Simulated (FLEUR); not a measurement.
# CaSe (Fm-3m) in FLEUR: notebook, part 2 of 2

FLEUR MaX-R8.1 (later development tree).

### 10 Band structure, PBEsol

Changes to inp.xml since step 8:

```diff
@@ -24,3 +24,3 @@
       <xi:include xmlns:xi="http://www.w3.org/2001/XInclude" href="sym.xml"> </xi:include>
-      <bulkLattice scale="1.0196128224">
+      <bulkLattice scale="1.0">
          <bravaisMatrix>
@@ -34,3 +34,3 @@
       <species name="Selenium (Se)" element="Se" atomicNumber="34">
-         <mtSphere radius="2.51" gridPoints="857" logIncrement="0.015"/>
+         <mtSphere radius="2.59" gridPoints="857" logIncrement="0.015"/>
          <atomicCutoffs lmax="10" lnonsphr="10"/>
@@ -49,3 +49,3 @@
       <species name="Calcium (Ca)" element="Ca" atomicNumber="20">
-         <mtSphere radius="2.51" gridPoints="857" logIncrement="0.014"/>
+         <mtSphere radius="2.59" gridPoints="857" logIncrement="0.014"/>
          <atomicCutoffs lmax="10" lnonsphr="10"/>
```

File crystal.txt:

```
CaSe
&input cartesian=F /
0.0000000000  2.9560000000  2.9560000000
2.9560000000  0.0000000000  2.9560000000
2.9560000000  2.9560000000  0.0000000000
1.8897261246
1.0 1.0 1.0

2
34 0.5000000000  0.5000000000  0.5000000000
20 0.0000000000  0.0000000000  0.0000000000

&kpt div1=8 div2=8 div3=8 gamma=T /
```

File inp.xml (bands):

```
<?xml version="1.0" encoding="UTF-8" standalone="no"?>
<fleurInput fleurInputVersion="0.39">
   <comment>
      CaSe                                                                                                
   </comment>
   <calculationSetup>
      <cutoffs Kmax="4.1" Gmax="12.7" GmaxXC="12.7" numbands="0"/>
      <scfLoop itmax="60" minDistance="0.00001" maxIterBroyd="15" imix="Anderson" alpha="0.05" precondParam="0.0" spinf="2.0" sdNocoIR="T"/>
      <coreElectrons ctail="T" frcor="F" kcrel="0" coretail_lmax="0"/>
      <xcFunctional name="PBEs" relativisticCorrections="F"/>
      <magnetism jspins="1"/>
      <soc l_soc="F" theta="0.0" phi="0.0" spav="F"/>
      <expertModes spex="0" secvar="F"/>
      <geometryOptimization l_f="F" forcealpha="1.0" forcemix="BFGS" epsdisp="0.00001" epsforce="0.00001"/>
      <ldaU l_linMix="F" mixParam="0.05" spinf="1.0"/>
   </calculationSetup>
   <cell>
      <bzIntegration valenceElectrons="26.0" mode="hist" fermiSmearingEnergy="0.00183747">
         <kPointListSelection listName="path-1"/>
         <!-- k-points included here -->
         <xi:include xmlns:xi="http://www.w3.org/2001/XInclude" href="kpts.xml"> </xi:include>
      </bzIntegration>
      <!-- symmetry operations included here -->
      <xi:include xmlns:xi="http://www.w3.org/2001/XInclude" href="sym.xml"> </xi:include>
      <bulkLattice scale="1.0">
[... 29 lines left out ...]
         </electronConfig>
         <energyParameters s="4" p="3" d="3" f="4"/>
         <lo type="SCLO" l="0" n="3" eDeriv="0"/>
         <lo type="HELO" l="1" n="4" eDeriv="0"/>
         <lo type="HELO" l="1" n="4" eDeriv="1"/>
         <lo type="SCLO" l="2" n="3" eDeriv="2"/>
         <lo type="SCLO" l="3" n="4" eDeriv="2"/>
      </species>
   </atomSpecies>
   <atomGroups>
      <atomGroup species="Selenium (Se)">
         <relPos label="                   1">1.000/2.000 1.000/2.000 1.000/2.000</relPos>
         <force calculate="T" relaxXYZ="TTT"/>
      </atomGroup>
      <atomGroup species="Calcium (Ca)">
         <relPos label="                   2">.0000000000 .0000000000 .0000000000</relPos>
         <force calculate="T" relaxXYZ="TTT"/>
      </atomGroup>
   </atomGroups>
   <output dos="F" band="T" slice="F">
      <checks vchk="F" cdinf="F"/>
      <bandDOS minEnergy="-.5*Htr" maxEnergy="0.5*Htr" sigma="0.015" storeEVData="T"/>
      <vacuumDOS vacdos="F" integ="F" star="F" nstars="0" locx1="0.0" locy1="0.0" locx2="0.0" locy2="0.0" nstm="0" tworkf="0.0"/>
      <unfoldingBand unfoldBand="F" supercellX="1" supercellY="1" supercellZ="1"/>
      <plotting iplot="0" polar="F">
         <plot TwoD="T" vec1="  1.0  0.0  0.0" vec2="  0.0  1.0  0.0" vec3="  0.0  0.0  1.0" zero="  0.0  0.0  0.0" file="plot"/>
      </plotting>
      <chargeDensitySlicing numkpt="0" minEigenval="0.0" maxEigenval="0.0" nnne="0" pallst="F"/>
      <specialOutput eonly="F"/>
      <moessbauerParams electricFieldGradient="T" isomerShift="T" coreHyperfine="T" valenceHyperfine="T"/>
      <magneticCircularDichroism mcd="F" energyLo="-10.0" energyUp="0.0"/>
   </output>
  <!-- We include the file relax.xml here to enable relaxations (see documentation) -->
  <xi:include xmlns:xi="http://www.w3.org/2001/XInclude" href="relax.xml"> <xi:fallback/> </xi:include>
</fleurInput>
```

Command:

```bash
inpgen -f crystal.txt -profile fastHighL
# inp.xml edited to the form shown
fleur_MPI
fleur_MPI   # second run, on inp.xml (bands)
```

It took 43 s on 1 thread of Arm Neoverse V2, shared host; peak memory 0.07 GiB.

It converged, with:

- Free energy: -84580.8528 eV
- Band gap on the k mesh: 1.93 eV, indirect (least direct gap 2.88 eV)
- Band gap along the path: 1.93 eV, indirect (least direct gap 2.88 eV)
- Valence electrons inside the program's atomic spheres: Se 15.11; Ca 8.38 (radii Se 2.59, Ca 2.59 bohr)

Levels at the corners of the path, in eV from the valence-band top:
```
point  band 10  band 11  band 12  band 13  band 14  band 15  band 16  band 17
    Γ   -11.83     0.00     0.00     0.00     3.20     3.66     3.66     3.66
    X   -11.24    -2.56    -0.95    -0.95     1.93     4.96     5.04     6.03
    W   -11.15    -2.02    -2.02    -1.70     4.35     4.35     5.21     5.74
    K   -11.17    -2.29    -2.08    -1.13     3.20     5.66     5.71     5.71
    Γ   -11.83     0.00     0.00     0.00     3.20     3.66     3.66     3.66
    L   -11.12    -3.33    -1.21    -1.21     4.38     5.46     5.50     5.50
    U   -11.17    -2.29    -2.08    -1.13     3.20     5.66     5.71     5.71
    W   -11.15    -2.02    -2.02    -1.70     4.35     4.35     5.21     5.74
    L   -11.12    -3.33    -1.21    -1.21     4.38     5.46     5.50     5.50
    K   -11.17    -2.29    -2.08    -1.13     3.20     5.66     5.71     5.71
    U   -11.17    -2.29    -2.08    -1.13     3.20     5.66     5.71     5.71
    X   -11.24    -2.56    -0.95    -0.95     1.93     4.96     5.04     6.03
```

Core levels (eV from the Fermi level):
```
atom                                                                                                 levels
1 Se  1s1/2 -12483.8, 2s1/2 -1597.9, 2p1/2 -1433.0, 2p3/2 -1391.3, 3s1/2 -205.7, 3p1/2 -149.4, 3p3/2 -143.5
2 Ca                                                1s1/2 -3936.1, 2s1/2 -406.1, 2p1/2 -329.3, 2p3/2 -325.6
```

### 11 Against experiment

Step 10. Against the measured gap of CaSe, 3.85 eV (indirect; 2 K; a printed reference work, monograph, original work of 1988), the calculated 1.93 eV is off by -1.92 eV. Spin-orbit coupling on Se is left out. The value is that of PBEsol, without temperature or zero-point motion. Semilocal functionals fall short of measured gaps as a rule.
